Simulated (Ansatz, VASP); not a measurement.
# One calculation of Te2Mo, two programs

```
CELL_PARAMETERS angstrom
6.23348 0.00000 -0.04731
0.00000 3.40392 0.00000
-1.02647 0.00000 12.63771
ATOMIC_POSITIONS crystal
Te 0.55390 0.75000 0.33807
Te 0.44610 0.25000 0.66193
Te 0.59253 0.25000 0.11116
Te 0.40747 0.75000 0.88884
Te 0.09899 0.75000 0.16274
Te 0.90101 0.25000 0.83726
Te 0.04750 0.25000 0.38831
Te 0.95250 0.75000 0.61169
Mo 0.31901 0.75000 0.50581
Mo 0.68099 0.25000 0.49419
Mo 0.18397 0.25000 0.00866
Mo 0.81603 0.75000 0.99134
```

Alike in both runs: functional PBE; dispersion D3(BJ); k mesh 4 × 8 × 2; occupations gaussian, width 0.05 eV; no spin polarisation.

Ansatz relaxed the structure, and its values are those at the end. VASP's run is a single point on that final structure, the one shown.

|  | VASP | Ansatz |
| --- | --- | --- |
| version | VASP 6.6.1 | Ansatz 0.2.0 |
| potentials or method | VASP PAW PBE potentials, release 64 (Te, Mo_sv) | scalar-relativistic, plane waves, PAW |
| plane-wave cutoff (eV) | 520 | 420 |
| valence electrons in the cell | 104 | 184 |

|  | VASP | Ansatz | Ansatz less VASP |
| --- | --- | --- | --- |
| gap on the k mesh at the Fermi level (eV) | none | none | - |
| pressure (GPa) | 5.9 | 5.9 | +0.01 |
| rms of the force components (eV/Å) | 0.008 | 0.001 | -0.0065 |

A gap of «none» marks a metal or a gap that the smearing closes. The two sets of potentials don't hold the same shells in valence.

Caveats: pairwise dispersion overbinds metals, which lowers pressure and volume. The runs have no spin-orbit coupling, so splittings on Te are missing.
